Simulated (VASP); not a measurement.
# Si (Fd-3m) in VASP: further runs

Aim: see how the results for Si move with the level of theory and the settings. Levels: LDA, PBEsol. Tasks: relaxation of cell and atoms.

Everything below comes from runs of VASP 6.6.1. Logs are shortened: lines on timing, memory, paths and dates and some standing lists are left out, and cuts for length are marked.

## (1) The crystal as given

Symmetry: Fd-3m, No. 227, cubic system. The conventional cell has a = 5.403 Å, b = 5.403 Å, c = 5.403 Å, α = 90.00°, β = 90.00°, γ = 90.00°. Around Si (site symmetry -43m) lie 4 Si at 2.34 Å.

## (2) Relaxation of cell and atoms, LDA

The input, INCAR:

```
SYSTEM = Si
ALGO = Normal
EDIFF = 1E-7
EDIFFG = -0.005
ENCUT = 600
IBRION = 2
ISIF = 3
ISMEAR = 0
LASPH = .TRUE.
LCHARG = .FALSE.
LREAL = .FALSE.
LWAVE = .FALSE.
NELM = 80
NSW = 90
PREC = Accurate
SIGMA = 0.03
```

The input, KPOINTS:

```
k-points
0
G
  10 10 10
  0 0 0
```

The input, POSCAR:

```
Si                                      
1.0
    0.0000000000      2.7014939879      2.7014939879
    2.7014939879      0.0000000000      2.7014939879
    2.7014939879      2.7014939879     -0.0000000000
  Si            
     2
Direct
     0.7500000000000000    0.7500000000000000    0.7500000000000000
     0.5000000000000000    0.5000000000000000    0.5000000000000000
```

Potentials or basis: VASP PAW LDA potentials, release 64 (Si).

On the command line:

```
$ cat potpaw_LDA.64/Si/POTCAR > POTCAR
$ mpirun -np 1 vasp_std > vasp.out
```

OUTCAR:

```text
SYSTEM = Si
   EDIFF = 1E-7
   EDIFFG = -0.005
   ENCUT = 600
   IBRION = 2
   ISIF = 3
   ISMEAR = 0
   LASPH = .TRUE.
   LREAL = .FALSE.
   NELM = 80
   NSW = 90
   PREC = Accurate

 ion  position               nearest neighbor table
   1  0.750  0.750  0.750-   2 2.34   2 2.34   2 2.34   2 2.34
   2  0.500  0.500  0.500-   1 2.34   1 2.34   1 2.34   1 2.34

  LATTYP: Found a face centered cubic cell.
 ALAT       =     5.4029879758

  Lattice vectors:

 A1 = (   0.0000000000,   2.7014939879,   2.7014939879)
 A2 = (   2.7014939879,   0.0000000000,   2.7014939879)
 A3 = (   2.7014939879,   2.7014939879,   0.0000000000)

Analysis of symmetry for initial positions (statically):
=====================================================================
 Subroutine PRICEL returns:
 Original cell was already a primitive cell.

 Routine SETGRP: Setting up the symmetry group for a
 face centered cubic supercell.

 Subroutine GETGRP returns: Found 48 space group operations
 (whereof 24 operations were pure point group operations)
 out of a pool of 48 trial point group operations.

The static configuration has the point symmetry T_d .
 The point group associated with its full space group is O_h .

Analysis of symmetry for dynamics (positions and initial velocities):
=====================================================================
 Subroutine PRICEL returns:
 Original cell was already a primitive cell.

 Routine SETGRP: Setting up the symmetry group for a
 face centered cubic supercell.

 Subroutine GETGRP returns: Found 48 space group operations
 (whereof 24 operations were pure point group operations)
 out of a pool of 48 trial point group operations.

The dynamic configuration has the point symmetry T_d .
 The point group associated with its full space group is O_h .

 Subroutine INISYM returns: Found 48 space group operations
 (whereof 24 operations are pure point group operations),
 and found     1 'primitive' translations

----------------------------------------------------------------------------------------

                                     Primitive cell

  volume of cell :      39.4314

  direct lattice vectors                    reciprocal lattice vectors
     0.000000000  2.701493988  2.701493988    -0.185082774  0.185082774  0.185082774
     2.701493988  0.000000000  2.701493988     0.185082774 -0.185082774  0.185082774
     2.701493988  2.701493988  0.000000000     0.185082774  0.185082774 -0.185082774

  length of vectors
     3.820489436  3.820489436  3.820489436     0.320572767  0.320572767  0.320572767

  position of ions in fractional coordinates (direct lattice)
     0.750000000  0.750000000  0.750000000
     0.500000000  0.500000000  0.500000000

  ion indices of the primitive-cell ions
   primitive index   ion index
                 1           1
                 2           2

----------------------------------------------------------------------------------------

 KPOINTS: k-points

Automatic generation of k-mesh.
 Grid dimensions read from file:
 generate k-points for:   10   10   10

 Generating k-lattice:

  Cartesian coordinates                     Fractional coordinates (reciprocal lattice)
    -0.018508277  0.018508277  0.018508277     0.100000000  0.000000000  0.000000000
     0.018508277 -0.018508277  0.018508277     0.000000000  0.100000000  0.000000000
     0.018508277  0.018508277 -0.018508277     0.000000000  0.000000000  0.100000000

  Length of vectors
     0.032057277  0.032057277  0.032057277

  Shift w.r.t. Gamma in fractional coordinates (k-lattice)
     0.000000000  0.000000000  0.000000000

 Subroutine IBZKPT returns following result:
 ===========================================

 Found     47 irreducible k-points:

 Following reciprocal coordinates:
            Coordinates               Weight
  0.000000  0.000000  0.000000      1.000000
  0.100000  0.000000  0.000000      8.000000
  0.200000  0.000000  0.000000      8.000000
  0.300000  0.000000  0.000000      8.000000
  0.400000  0.000000  0.000000      8.000000
  0.500000  0.000000  0.000000      4.000000
[... 16 lines left out ...]
  0.300000  0.300000  0.000000      6.000000
  0.400000  0.300000  0.000000     24.000000
 [... further k-points ...]
   k-points           NKPTS =     47   k-points in BZ     NKDIM =     47   number of bands    NBANDS=      8
   number of dos      NEDOS =    301   number of ions     NIONS =      2
   total plane-waves  NPLWV =  32768
   dimension x,y,z NGX =    32 NGY =   32 NGZ =   32
   dimension x,y,z NGXF=    64 NGYF=   64 NGZF=   64
   ions per type =               2
   NGX,Y,Z   is equivalent  to a cutoff of  13.92, 13.92, 13.92 a.u.
   NGXF,Y,Z  is equivalent  to a cutoff of  27.85, 27.85, 27.85 a.u.
 SYSTEM =  Si
   PREC   = accura    normal or accurate (medium, high low for compatibility)
   ISTART =      0    job   : 0-new  1-cont  2-samecut
   ICHARG =      2    charge: 1-file 2-atom 10-const
   ISPIN  =      1    spin polarized calculation?
   LNONCOLLINEAR =      F non collinear calculations
   LSORBIT =      F    spin-orbit coupling
   LASPH  =      T    aspherical Exc in radial PAW
   ENCUT  =  600.0 eV  44.10 Ry    6.64 a.u.   7.63  7.63  7.63*2*pi/ulx,y,z
   NELM   =     80;   NELMIN=  2; NELMDL= -5     # of ELM steps
   EDIFF  = 0.1E-06   stopping-criterion for ELM
   LREAL  =      F    real-space projection
   EDIFFG = -.5E-02   stopping-criterion for IOM
   NSW    =     90    number of steps for IOM
   IBRION =      2    ionic relax: 0-MD 1-quasi-New 2-CG
   NFREE  =      1    steps in history (QN), initial steepest desc. (CG)
   ISIF   =      3    stress and relaxation
   ISYM   =      2    0-nonsym 1-usesym 2-fastsym
   POTIM  = 0.5000    time-step for ionic-motion
   TEBEG  =    0.0;   TEEND  =   0.0 temperature during run
   PSTRESS=    0.0 pullay stress
   NELECT =       8.0000    total number of electrons
   NUPDOWN=      -1.0000    fix difference up-down
   EMIN   =  10.00;   EMAX   =-10.00  energy-range for DOS
   EFERMI =   0.00;   METHOD = LEGACY
   ISMEAR =     0;   SIGMA  =   0.03  broadening in eV -4-tet -1-fermi 0-gaus
   EFERMI_NEDOS =   21; number of points for ismear=-14 and -15
   IALGO  =     38    algorithm
   IMIX   =      4    mixing-type and parameters
     AMIX     =   0.40;   BMIX     =  1.00
     AMIX_MAG =   1.60;   BMIX_MAG =  1.00
  volume/ion in A,a.u.               =      19.72       133.05
  Fermi-wavevector in a.u.,A,eV,Ry     =   0.961961  1.817843 12.590411  0.925369
  Thomas-Fermi vector in A             =   2.091379
   LORBIT       =      0    0 simple, 1 ext, 2 COOP (PROOUT), +10 PAW based schemes
   GGA     = CA    functional components
   LHFCALC =     F    Hartree Fock is set to
   AEXX    =    0.0000 exact exchange contribution
   IVDW    =     0    specifies the selected vdW correction
   LEPSILON=     F    determine dielectric tensor
   LRPA    =     F    only Hartree local field effects (RPA)
 conjugate gradient relaxation of ions
 non-spin polarized calculation
 Gauss-broadening in eV      SIGMA  =   0.03
  energy-cutoff  :      600.00
  volume of cell :       39.43
 maximum number of plane-waves:      1363
   NGX = 15   NGY = 15   NGZ = 15

 number of electron       7.9999999 magnetization

 Free energy of the ion-electron system (eV)
  ---------------------------------------------------
  ext. energy  EPLUGINS =         0.00000000
  ---------------------------------------------------
  free energy    TOTEN  =       -11.91928984 eV

  energy without entropy =      -11.91928984  energy(sigma->0) =      -11.91928984

 E-fermi :   6.0915     XC(G=0):  -9.6634

 val. band max:        5.9273976786   @ k =   0.0000   0.0000   0.0000
 cond. band min:       6.3809854618   @ k =   0.4000   0.4000   0.0000
 fundamental gap:      0.4535877831
 Fermi energy:         6.0915429288

 k-point     1 :       0.0000    0.0000    0.0000
  band No.  band energies     occupation
      1      -6.1351      2.00000
      2       5.9274      2.00000
      3       5.9274      2.00000
      4       5.9274      2.00000
      5       8.4580      0.00000
      6       8.4580      0.00000
      7       8.4580      0.00000
      8       9.3130      0.00000

 k-point     2 :       0.1000    0.0000    0.0000
  band No.  band energies     occupation
      1      -6.0025      2.00000
      2       4.7687      2.00000
      3       5.7253      2.00000
      4       5.7253      2.00000
      5       8.4683      0.00000
      6       8.7547      0.00000
      7       8.7547      0.00000
      8      10.2272      0.00000

 k-point     3 :       0.2000    0.0000    0.0000
  band No.  band energies     occupation
      1      -5.6105      2.00000
      2       2.8855      2.00000
      3       5.3401      2.00000
      4       5.3401      2.00000
      5       8.1048      0.00000
      6       9.2648      0.00000
      7       9.2648      0.00000
      8      11.9695      0.00000

 k-point     4 :       0.3000    0.0000    0.0000
  band No.  band energies     occupation
      1      -4.9854      2.00000
      2       1.0780      2.00000
      3       5.0033      2.00000
      4       5.0033      2.00000
      5       7.7368      0.00000
      6       9.4235      0.00000
      7       9.4235      0.00000
      8      13.4878      0.00000

 k-point     5 :       0.4000    0.0000    0.0000
  band No.  band energies     occupation
      1      -4.2232      2.00000
      2      -0.4206      2.00000
      3       4.7906      2.00000
      4       4.7906      2.00000
      5       7.4947      0.00000
      6       9.2933      0.00000
      7       9.2933      0.00000
      8      13.5884      0.00000

 k-point     6 :       0.5000    0.0000    0.0000
  band No.  band energies     occupation
      1      -3.7577      2.00000
      2      -1.1350      2.00000
      3       4.7190      2.00000
      4       4.7190      2.00000
      5       7.4119      0.00000
      6       9.2129      0.00000
      7       9.2129      0.00000
      8      13.4648      0.00000

 k-point     7 :       0.1000    0.1000    0.0000
  band No.  band energies     occupation
      1      -5.9580      2.00000
      2       4.9900      2.00000
      3       5.3378      2.00000
      4       5.3378      2.00000
      5       8.0565      0.00000
      6       9.2614      0.00000
      7       9.2614      0.00000
      8      10.1327      0.00000
[... 133 lines left out ...]
 k-point    20 :      -0.4000    0.2000    0.0000
  band No.  band energies     occupation
      1      -3.3657      2.00000
      2      -0.8433      2.00000
      3       2.4295      2.00000
      4       4.1914      2.00000
      5       7.8954      0.00000
      6      10.4852      0.00000
      7      10.6960      0.00000
      8      13.4572      0.00000

 k-point    21 :      -0.3000    0.2000    0.0000
  band No.  band energies     occupation
      1      -4.0360      2.00000
      2       0.1666      2.00000
      3       2.4025      2.00000
      4       4.5961      2.00000
      5       8.3129      0.00000
      6      10.4307      0.00000
      7      10.4850      0.00000
      8      12.5982      0.00000

 k-point    22 :      -0.2000    0.2000    0.0000
  band No.  band energies     occupation
      1      -4.7667      2.00000
      2       1.4249      2.00000
      3       2.8571      2.00000
      4       5.0749      2.00000
      5       8.7774      0.00000
      6       9.8974      0.00000
      7      10.1841      0.00000
      8      11.6164      0.00000

 k-point    23 :       0.3000    0.3000    0.0000
  band No.  band energies     occupation
      1      -4.5650      2.00000
      2       1.5010      2.00000
      3       3.6633      2.00000
      4       3.6633      2.00000
      5       6.6775      0.00000
      6       8.2246      0.00000
      7      12.5751      0.00000
      8      12.5751      0.00000

 k-point    24 :       0.4000    0.3000    0.0000
  band No.  band energies     occupation
      1      -3.9432      2.00000
      2       0.4859      2.00000
      3       3.0148      2.00000
      4       3.4568      2.00000
      5       6.8657      0.00000
      6       8.0598      0.00000
      7      12.8744      0.00000
      8      12.9904      0.00000

 [... further k-points ...]

------------------------ aborting loop because EDIFF is reached ----------------------------------------

  FORCE on cell =-STRESS in cart. coord.  units (eV):
  Direction    XX          YY          ZZ          XY          YZ          ZX
  --------------------------------------------------------------------------------------
  -------------------------------------------------------------------------------------
  Total       -0.0000892     -0.0000892     -0.0000892      0.0000000     -0.0000000     -0.0000000
  in kB       -0.0036234     -0.0036234     -0.0036234      0.0000000     -0.0000000     -0.0000000
  external PRESSURE =      -0.0036234 kB  Pullay stress =       0.0000000 kB

 VOLUME and BASIS-vectors are now :
 -----------------------------------------------------------------------------
  energy-cutoff  :      600.00
  volume of cell :       39.43
      direct lattice vectors                 reciprocal lattice vectors
     0.000000000  2.701493988  2.701493988    -0.185082774  0.185082774  0.185082774
     2.701493988  0.000000000  2.701493988     0.185082774 -0.185082774  0.185082774
     2.701493988  2.701493988  0.000000000     0.185082774  0.185082774 -0.185082774

 POSITION                                       TOTAL-FORCE (eV/Angst)
 -----------------------------------------------------------------------------------
      4.05224      4.05224      4.05224        -0.000000      0.000000      0.000000
      2.70149      2.70149      2.70149         0.000000     -0.000000     -0.000000
 -----------------------------------------------------------------------------------
    total drift:                               -0.000000     -0.000000     -0.000000

  FREE ENERGIE OF THE ION-ELECTRON SYSTEM (eV)
  ---------------------------------------------------
  free  energy   TOTEN  =       -11.9192898399 eV

  energy  without entropy=      -11.9192898399  energy(sigma->0) =      -11.91928984

 reached required accuracy - stopping structural energy minimisation
```

It took 4.8 s on 1 thread of Intel Xeon 6975P-C (Granite Rapids), shared host; peak memory 0.15 GiB.

Results:

```
Free energy             : -11.9193 eV
Pressure after relaxing : 0.0 GPa
Band gap on the k mesh  : 0.45 eV, indirect (least direct gap 2.53 eV)
```

Final structure:
```xyz
2
Lattice="0.0000 2.7015 2.7015 2.7015 0.0000 2.7015 2.7015 2.7015 0.0000" Properties=species:S:1:pos:R:3 pbc="T T T"
Si    4.0522    4.0522    4.0522
Si    2.7015    2.7015    2.7015
```

Caveat: the relaxation stopped at its first step, so nothing moved.

## (3) Relaxation of cell and atoms, PBEsol

This run uses another cell than the first one, of 19.98 Å³/atom, 1.013 times its volume.

The input, INCAR:

```
PREC     = Accurate       # precision mode
ENCUT    = 600            # plane-wave cutoff, eV
EDIFF    = 1E-6           # SCF threshold, eV
ISMEAR   = 0              # smearing method
SIGMA    = 0.03           # smearing width, eV
LREAL    = False          # projectors in reciprocal space
LASPH    = True           # aspherical terms in the spheres
NELM     = 80             # most SCF steps
ALGO     = Normal         # electronic algorithm
ISIF     = 3              # what is computed and relaxed
LWAVE    = False          # write WAVECAR
LCHARG   = False          # write CHGCAR
GGA      = PS             # functional
IBRION   = 2              # ionic algorithm
NSW      = 90             # ionic steps
EDIFFG   = -0.01          # ionic threshold
```

The input, KPOINTS:

```
Automatic mesh
0
Gamma
  10 10 10
```

The input, POSCAR:

```
Si
1.0
    0.0000000000      2.7135600000      2.7135600000
    2.7135600000      0.0000000000      2.7135600000
    2.7135600000      2.7135600000      0.0000000000
Si
2
Direct
    0.7500000000      0.7500000000      0.7500000000
    0.5000000000      0.5000000000      0.5000000000
```

Potentials or basis: VASP PAW PBE potentials, release 64 (Si).

On the command line:

```
$ cat potpaw_PBE.64/Si/POTCAR > POTCAR
$ mpirun -np 1 vasp_std > vasp.out
```

OUTCAR:

```text
PREC = Accurate
   ENCUT = 600
   EDIFF = 1E-6
   ISMEAR = 0
   LREAL = False
   LASPH = True
   NELM = 80
   ISIF = 3
   GGA = PS
   IBRION = 2
   NSW = 90
   EDIFFG = -0.01

 ion  position               nearest neighbor table
   1  0.750  0.750  0.750-   2 2.35   2 2.35   2 2.35   2 2.35
   2  0.500  0.500  0.500-   1 2.35   1 2.35   1 2.35   1 2.35

  LATTYP: Found a face centered cubic cell.
 ALAT       =     5.4271200000

  Lattice vectors:

 A1 = (   0.0000000000,   2.7135600000,   2.7135600000)
 A2 = (   2.7135600000,   0.0000000000,   2.7135600000)
 A3 = (   2.7135600000,   2.7135600000,   0.0000000000)

Analysis of symmetry for initial positions (statically):
=====================================================================
 Subroutine PRICEL returns:
 Original cell was already a primitive cell.
[... 261 lines left out ...]
 fundamental gap:      0.4714684470
 Fermi energy:         5.9294791980

 k-point     1 :       0.0000    0.0000    0.0000
  band No.  band energies     occupation
      1      -6.2091      2.00000
      2       5.7622      2.00000
      3       5.7622      2.00000
      4       5.7622      2.00000
      5       8.2784      0.00000
      6       8.2784      0.00000
      7       8.2784      0.00000
      8       9.0552      0.00000
[... 243 lines left out ...]
 k-point    24 :       0.4000    0.3000    0.0000
  band No.  band energies     occupation
      1      -4.0432      2.00000
      2       0.3391      2.00000
      3       2.8795      2.00000
      4       3.3137      2.00000
      5       6.7116      0.00000
      6       7.8986      0.00000
      7      12.6607      0.00000
      8      12.7818      0.00000

 [... further k-points ...]

------------------------ aborting loop because EDIFF is reached ----------------------------------------

  FORCE on cell =-STRESS in cart. coord.  units (eV):
  Direction    XX          YY          ZZ          XY          YZ          ZX
  --------------------------------------------------------------------------------------
  -------------------------------------------------------------------------------------
  Total        0.0009868      0.0009868      0.0009868     -0.0000000      0.0000000      0.0000000
  in kB        0.0393745      0.0393745      0.0393745     -0.0000000      0.0000000      0.0000000
  external PRESSURE =       0.0393745 kB  Pullay stress =       0.0000000 kB
[... 17 lines left out ...]
  FREE ENERGIE OF THE ION-ELECTRON SYSTEM (eV)
  ---------------------------------------------------
  free  energy   TOTEN  =       -11.4925554341 eV

  energy  without entropy=      -11.4925554341  energy(sigma->0) =      -11.49255543

 reached required accuracy - stopping structural energy minimisation
```

OSZICAR:

```text
N       E                     dE             d eps       ncg     rms          rms(c)
DAV:   1     0.111041456313E+02    0.11104E+02   -0.37647E+03   752   0.917E+02
DAV:   2    -0.114220037619E+02   -0.22526E+02   -0.21601E+02  1168   0.911E+01
DAV:   3    -0.117153561422E+02   -0.29335E+00   -0.29335E+00   960   0.136E+01
[... 15 lines left out ...]
       N       E                     dE             d eps       ncg     rms          rms(c)
DAV:   1    -0.114926275515E+02   -0.21185E-03   -0.27146E-03   864   0.300E-01    0.470E-02
DAV:   2    -0.114925780595E+02    0.49492E-04   -0.46085E-05  1008   0.461E-02    0.282E-02
DAV:   3    -0.114925552870E+02    0.22773E-04   -0.55897E-05   896   0.378E-02    0.926E-03
DAV:   4    -0.114925554341E+02   -0.14711E-06   -0.48953E-07   568   0.657E-03
   3 F= -.11492555E+02 E0= -.11492555E+02  d E =-.265961E-03
```

It took 9.5 s on 1 thread of Intel Xeon 6975P-C (Granite Rapids), shared host; peak memory 0.17 GiB.

What came out:

```yaml
Free_energy: -11.4926 eV
Relaxed_volume: 20.08 Å³/atom
Relaxed_cell: a = 3.844 Å, b = 3.844 Å, c = 3.844 Å, α = 60.00°, β = 60.00°, γ = 60.00°
Space_group_after_relaxing_to_0.05_Å: Fd-3m (No. 227)
Energy_gained_by_relaxing: 0.1 meV/atom
Ionic_steps: 3
Pressure_after_relaxing: 0.0 GPa
Band_gap_on_the_k_mesh: 0.47 eV, indirect (least direct gap 2.52 eV)
```

Step by step:
```tsv
step	energy change (eV)	largest force (eV/Å)	pressure (GPa)	volume (Å³)
1	0.0000	0.0000	0.46	39.96
2	-0.0001	0.0000	-0.32	40.29
3	-0.0003	0.0000	0.00	40.15
```

Final structure:
```xyz
2
Lattice="0.0000 2.7178 2.7178 2.7178 0.0000 2.7178 2.7178 2.7178 0.0000" Properties=species:S:1:pos:R:3 pbc="T T T"
Si    4.0768    4.0768    4.0768
Si    2.7178    2.7178    2.7178
```

Caveat: the PAW data sets were made with another functional, which shifts forces and pressure a little.

(Continued in part 2 of 2.)
